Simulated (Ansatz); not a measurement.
Here is the system:

CaF$_{2}$ (fluorite)

```
CaF2
1.0
    0.00000     2.71960     2.71960
    2.71960     0.00000     2.71960
    2.71960     2.71960     0.00000
Ca F
1 2
Cartesian
  0.00000   0.00000   0.00000
  1.35980   1.35980   1.35980
  4.07940   4.07940   4.07940
```

In each cell atom 3 (F, nearest neighbour Ca at 2.355 Å; its periodic images, 3.8 Å or more away, move with it) moves by s·(0.577, 0.577, 0.577) (towards the nearest neighbour), the rest being held.

The numbers are results of r2SCAN (plane waves to 500 eV, PAW, scalar-relativistic; Ansatz, a program for electronic structure), not measurements. k mesh 9×9×9 (Γ-centred), Fermi-Dirac smearing 0.05 eV. E stands for the smeared free energy. CaF2 was relaxed with its symmetry unable to fall. ΔE is measured from the undisplaced structure.

The scan covers s from -0.240 to 0.240 Å in 11 points.

Question: Is the energy the same for displacements of ±0.240 Å, and if not, which side lies higher?

Answer: Not even: the positive side lies higher at ±0.240 Å. With its periodic images moving along, the atom's site symmetry in this cell is -43m.

Question: What force acts on the atom along the line at s = -0.240 Å?

Answer: 0.895 eV/Å.

Question: What is the energy change at s = 0.240 Å?

Answer: 182.6 meV/cell.

Question: What is the force constant k = d²E/ds² of this move at s = 0?

Answer: 4.99 eV/Å².

(For displaced atoms, the force is minus the slope of the energy, and its curvature is a force constant, which sets phonon frequencies.)
